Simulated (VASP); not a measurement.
**KCl in VASP 6.6.1, single-point calculation**

INCAR

```
LCHARG = .FALSE.
SIGMA = 0.1
LREAL = .FALSE.
ISIF = 2
ENCUT = 520
NELM = 120
NBANDS = 15
IBRION = -1
GGA = CA
LWAVE = .FALSE.
NSW = 0
NELECT = 15.9
ISMEAR = 0
PREC = Accurate
EDIFF = 1E-7
LASPH = .TRUE.
```

KPOINTS

```
KPOINTS created by Atomic Simulation Environment
0
Gamma
8 8 8
0 0 0
```

POSCAR

```
K  Cl
 1.0000000000000000
     0.0000000000000000    3.1448483195468158    3.1448483195468158
     3.1448483195468158    0.0000000000000000    3.1448483195468158
     3.1448483195468158    3.1448483195468158    0.0000000000000000
 K   Cl
   1   1
Cartesian
 -0.0000000000000000 -0.0000000000000000 -0.0000000000000000
  3.1448483195468158  3.1448483195468158  3.1448483195468158
```

The recommended LDA PAW datasets give the neutral cell 16 valence electrons.

Command

```
mpirun -np 1 vasp_std
```

OSZICAR

```
N       E                     dE             d eps       ncg     rms          rms(c)
DAV:   1     0.106658780505E+03    0.10666E+03   -0.64045E+03   870   0.875E+02
DAV:   2    -0.502278877159E+00   -0.10716E+03   -0.97750E+02  1123   0.251E+02
DAV:   3    -0.712153654051E+01   -0.66193E+01   -0.65665E+01  1164   0.532E+01
DAV:   4    -0.734475750454E+01   -0.22322E+00   -0.22314E+00  1336   0.975E+00
DAV:   5    -0.734682739692E+01   -0.20699E-02   -0.20699E-02  1213   0.996E-01    0.325E+00
DAV:   6    -0.717946405136E+01    0.16736E+00   -0.23493E-01  1094   0.269E+00    0.254E+00
DAV:   7    -0.715723719262E+01    0.22227E-01   -0.56936E-02  1206   0.144E+00    0.137E+00
DAV:   8    -0.715745348561E+01   -0.21629E-03   -0.90182E-03  1169   0.688E-01    0.179E-01
DAV:   9    -0.715737608786E+01    0.77398E-04   -0.47150E-04  1185   0.126E-01    0.790E-02
DAV:  10    -0.715748207251E+01   -0.10598E-03   -0.84949E-05   969   0.567E-02    0.179E-02
DAV:  11    -0.715748278467E+01   -0.71216E-06   -0.55927E-06  1303   0.127E-02    0.416E-03
DAV:  12    -0.715748305631E+01   -0.27164E-06   -0.40743E-07  1024   0.492E-03    0.159E-03
DAV:  13    -0.715748306505E+01   -0.87377E-08   -0.21392E-08   813   0.130E-03
   1 F= -.71574831E+01 E0= -.71530932E+01  d E =-.877982E-02
```

Standard output (part)

```
POSCAR found type information on POSCAR K Cl
 POSCAR found :  2 types and       2 ions
 LDA part: xc-table for (Slater(with rela. corr.)+CA(PZ))
 , standard interpolation
 POSCAR, INCAR and KPOINTS ok, starting setup
 WAVECAR not read
 entering main loop
 the old and the new charge density differ
    0.325E+00
```

From OUTCAR

```
k-points           NKPTS =     29   k-points in BZ     NKDIM =     29   number of bands    NBANDS=     15

   NELECT =      15.9000    total number of electrons

   dimension x,y,z NGX =    36 NGY =   36 NGZ =   36
   dimension x,y,z NGXF=    72 NGYF=   72 NGZF=   72

  energy-cutoff  :      520.00
  volume of cell :       62.21
      direct lattice vectors                 reciprocal lattice vectors
     0.000000000  3.144848320  3.144848320    -0.158990180  0.158990180  0.158990180
     3.144848320  0.000000000  3.144848320     0.158990180 -0.158990180  0.158990180
     3.144848320  3.144848320  0.000000000     0.158990180  0.158990180 -0.158990180

 k-points in reciprocal lattice and weights: KPOINTS created by Atomic Simulation Env
   0.00000000  0.00000000  0.00000000       0.002
   0.12500000  0.00000000  0.00000000       0.016
   0.25000000  0.00000000  0.00000000       0.016
   0.37500000  0.00000000  0.00000000       0.016
   0.50000000  0.00000000  0.00000000       0.008
   0.12500000  0.12500000  0.00000000       0.012
   0.25000000  0.12500000  0.00000000       0.047
   0.37500000  0.12500000  0.00000000       0.047
   ...

 E-fermi :  -2.2427

 k-point     1 :       0.0000    0.0000    0.0000
  band No.  band energies     occupation
      1     -28.8236      2.00000
      2     -14.2555      2.00000
      3     -12.5240      2.00000
      4     -12.5240      2.00000
      5     -12.5240      2.00000
      6      -2.2033      0.57693
      7      -2.2033      0.57693
      8      -2.2033      0.57693
      9       2.7279      0.00000
     10       6.0651      0.00000
     11       6.0651      0.00000
     12       6.0651      0.00000
     13       6.9830      0.00000
     14       6.9830      0.00000
     15      10.4920      0.00000

 k-point     2 :       0.1250    0.0000    0.0000
  band No.  band energies     occupation
      1     -28.8218      2.00000
      2     -14.2813      2.00000
      3     -12.5255      2.00000
      4     -12.5255      2.00000
      5     -12.4908      2.00000
      6      -2.4032      1.97676
      7      -2.2558      1.14651
      8      -2.2558      1.14651
      9       3.1100      0.00000
     10       5.9301      0.00000
     11       6.2639      0.00000
     12       6.2639      0.00000
     13       7.1974      0.00000
     14       7.1974      0.00000
     15      11.1089      0.00000

 k-point     3 :       0.2500    0.0000    0.0000
  band No.  band energies     occupation
      1     -28.8176      2.00000
      2     -14.3402      2.00000
      3     -12.5291      2.00000
      4     -12.5291      2.00000
      5     -12.4138      2.00000
      6      -2.8161      2.00000
      7      -2.3777      1.94371
      8      -2.3777      1.94371
      9       4.0044      0.00000
     10       5.8080      0.00000
     11       6.8292      0.00000
     12       6.8292      0.00000
     13       7.7864      0.00000
     14       7.7864      0.00000
     15      11.3666      0.00000

 ...

  Total       -1.1265532     -1.1265532     -1.1265532      0.0000000      0.0000000     -0.0000000
  in kB      -29.0157096    -29.0157096    -29.0157096      0.0000000      0.0000000     -0.0000000
  external PRESSURE =     -29.0157096 kB  Pullay stress =       0.0000000 kB

 POSITION                                       TOTAL-FORCE (eV/Angst)
 -----------------------------------------------------------------------------------
      0.00000      0.00000      0.00000         0.000000      0.000000      0.000000
      3.14485      3.14485      3.14485        -0.000000     -0.000000     -0.000000
 -----------------------------------------------------------------------------------
    total drift:                                0.000000      0.000000      0.000000

  FREE ENERGIE OF THE ION-ELECTRON SYSTEM (eV)
  ---------------------------------------------------
  free  energy   TOTEN  =        -7.1574830650 eV

  energy  without entropy=       -7.1487032437  energy(sigma->0) =       -7.15309315
```

It converged. Results: pressure -2.9 GPa.

The cell is charged and sits in a uniform background.

For comparison, a separate LDA run of the intended cell, on usual settings and not on those above, gives a gap of 4.75 eV on its mesh and a pressure of -1.9 GPa.

The run above took about 25 s on one core of a shared host (Intel Xeon Platinum 8488C) and held 0.18 GiB at most.
